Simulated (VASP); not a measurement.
# W2C under changes of volume

One of the cells (12.984 Å³/atom); the others are scaled copies at fixed shape and fractional positions:

```
CELL_PARAMETERS angstrom
3.09038 0.00000 0.00000
-1.54519 2.67635 0.00000
0.00000 0.00000 4.70941
ATOMIC_POSITIONS crystal
W 0.66667 0.33333 0.25367
W 0.33333 0.66667 0.74633
C 0.00000 0.00000 0.00000
```

The cell comes from a database or a generator and needn't be the stable form of this composition.

```yaml
Program: VASP 6.6.1
Functional: PBE
Potentials_or_basis: VASP PAW PBE potentials, release 64 (W_sv, C)
Cutoff: 520 eV
k_mesh: 10 × 10 × 6
Occupations: fermi-dirac, width 0.05 eV
Spin: no spin polarisation
```

```csv
volume (Å³/atom),energy over the lowest point (meV/atom),pressure (GPa),largest force (eV/Å)
11.965,44.52,22.5,0.649
12.220,15.72,13.8,0.435
12.475,0.00,6.0,0.236
12.984,?,?,?
13.238,18.76,-13.0,0.270
13.493,43.40,-18.1,0.413
```

Task: What does the run at 12.984 Å³/atom give?

Result: Energy over the lowest point 2.66 meV/atom; pressure -7.3 GPa; largest force 0.114 eV/Å.

Worked out: A Birch-Murnaghan fit of order 3 (a polynomial in V^(-2/3)) to the other rows has its minimum at 12.69 Å³/atom with B0 = V·E''(V) = 336 GPa and B' = 4.3 at fixed shape and positions, which overstates the stiffness. It gives 2.70 meV/atom at 12.984 Å³/atom, against the run's 2.66, and -dE/dV = -7.3 GPa, against -7.3.

Energies are extrapolated to zero smearing.
